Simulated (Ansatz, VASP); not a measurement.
## One calculation of Ru, two programs

```
CELL_PARAMETERS angstrom
2.67406 0.00000 0.00000
-1.33703 2.31580 0.00000
0.00000 0.00000 4.22676
ATOMIC_POSITIONS crystal
Ru 0.33333 0.66667 0.25000
Ru 0.66667 0.33333 0.75000
```

Alike in both runs: functional LDA; k mesh 18 × 18 × 10; occupations gaussian, width 0.1 eV; no spin polarisation.

Ansatz relaxed the structure, and its values are those at the end. VASP's run is a single point on that final structure, the one shown.

|  | VASP | Ansatz |
| --- | --- | --- |
| version | VASP 6.6.1 | Ansatz 0.2.0 |
| potentials or method | VASP PAW LDA potentials, release 64 (Ru_pv) | scalar-relativistic, plane waves, PAW |
| plane-wave cutoff (eV) | 520 | 420 |
| valence electrons in the cell | 28 | 32 |

|  | VASP | Ansatz | Ansatz less VASP |
| --- | --- | --- | --- |
| gap on the k mesh at the Fermi level (eV) | none | none | - |
| pressure (GPa) | 0.9 | 0.0 | -0.93 |

A gap of «none» marks a metal or a gap that the smearing closes. The two sets of potentials don't hold the same shells in valence. Ansatz warned: «pseudo_functional_mismatch».
